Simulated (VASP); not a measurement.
Here is a VASP 6.6.1 calculation.

Contents of INCAR:

```
SYSTEM = EuS
PREC = Accurate
ENCUT = 520
EDIFF = 1E-7
ISMEAR = -1
SIGMA = 0.03
LREAL = .False.
LASPH = .True.
NELM = 150
ALGO = Normal
ISIF = 2
LWAVE = .False.
LCHARG = .False.
ISPIN = 2
MAGMOM = 9 0
LORBIT = 11
NUPDOWN = 9.0
LMAXMIX = 6
LDAU = .True.
LDAUTYPE = 2
LDAUL = 3 -1
LDAUU = 5.4 0
LDAUJ = 0 0
LDAUPRINT = 1
GGA = PE
NBANDS = 22
```

The input KPOINTS:

```
Automatic mesh
0
Gamma
  7 7 7
  0 0 0
```

The input POSCAR:

```
EuS
1.0
    0.0000000000      2.9785000000      2.9785000000
    2.9785000000      0.0000000000      2.9785000000
    2.9785000000      2.9785000000      0.0000000000
Eu S
1 1
Direct
    0.0000000000      0.0000000000      0.0000000000
    0.5000000000      0.5000000000      0.5000000000
```

Potentials or basis: VASP PAW PBE potentials, release 64 (Eu, S).

The run is started by

```bash
$ cat potpaw_PBE.64/Eu/POTCAR potpaw_PBE.64/S/POTCAR > POTCAR
$ mpirun -np 1 vasp_std > vasp.out
```

Problem. Predict the pressure.

Solution. 2.5 GPa.

Eigenvalues of the final occupation matrices:
```csv
site,spin,trace,eigenvalues
site 1 f,1,6.82,0.97 0.97 0.97 0.97 0.97 0.97 0.98
site 1 f,2,0.00,0.00 0.00 0.00 0.00 0.00 0.00 0.00
```

Caveat: spin-orbit coupling is left out, which moves the levels of the heavy elements; the total moment is fixed, so each spin has its own Fermi level; a cell with one magnetic atom can't hold antiferromagnetic order, which such compounds often take. The state reached can hang on the start; a lower one may exist.
